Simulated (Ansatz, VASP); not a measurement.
**Two plane-wave programs on La**

Contents of INCAR:

```
SYSTEM = La
PREC = Accurate ; ENCUT = 520
EDIFF = 1E-6 ; ISMEAR = -1
SIGMA = 0.1 ; LREAL = .FALSE.
LASPH = .TRUE. ; NELM = 60
ALGO = Normal ; ISIF = 2
LWAVE = .FALSE. ; LCHARG = .FALSE.
NBANDS = 12
```

KPOINTS

```
Automatic mesh
0
G
  12 12 12
  0 0 0
```

File POSCAR:

```
La
1.0
    0.0000000000      2.4142888510      2.4142888510
    2.4142888510      0.0000000000      2.4142888510
    2.4142888510      2.4142888510      0.0000000000
La
1
Direct
    0.0000000000      0.0000000000      0.0000000000
```

Input for Ansatz:

```yaml
crystal:
  lattice:
    - [0.0, 2.414288851, 2.414288851]
    - [2.414288851, 0.0, 2.414288851]
    - [2.414288851, 2.414288851, 0.0]
  atoms:
    - { symbol: La, position: [0.0, 0.0, 0.0] }
hamiltonian:
  xc: lda
  pseudopotentials:
    kind: paw
    azcp:
      La: "pseudopotentials/La.paw.azcp"
basis:
  ecutwfc: 420
  fft_grid_basis: typed
kpoints:
  mp_grid: { grid: [12, 12, 12], shift: [0, 0, 0] }
magnetization:
  spin_polarized: false
scf:
  occupations: { method: fermi_dirac, width: 0.1 }
  lower_state_search: "off"
output:
  stress: true
  write_density: true
  write_potential: true
  elf: true
  volumetric_format: npy
```

Alike in both runs: task single point; functional LDA; k mesh 12 × 12 × 12; occupations fermi-dirac, width 0.1 eV; no spin polarisation.

|  | VASP | Ansatz |
| --- | --- | --- |
| version | VASP 6.6.1 | Ansatz 0.2.0 |
| potentials or method | VASP PAW LDA potentials, release 64 (La) | plane waves (420 eV) with PAW, scalar-relativistic |
| plane-wave cutoff (eV) | 520 | 420 |
| valence electrons in the cell | 11 | 11 |

|  | VASP | Ansatz | Ansatz less VASP |
| --- | --- | --- | --- |
| pressure (GPa) | 4.6 | 4.8 | +0.17 |

Ansatz warned: «pseudo_functional_mismatch».

Spin-orbit coupling is left out, which matters for the levels of La.
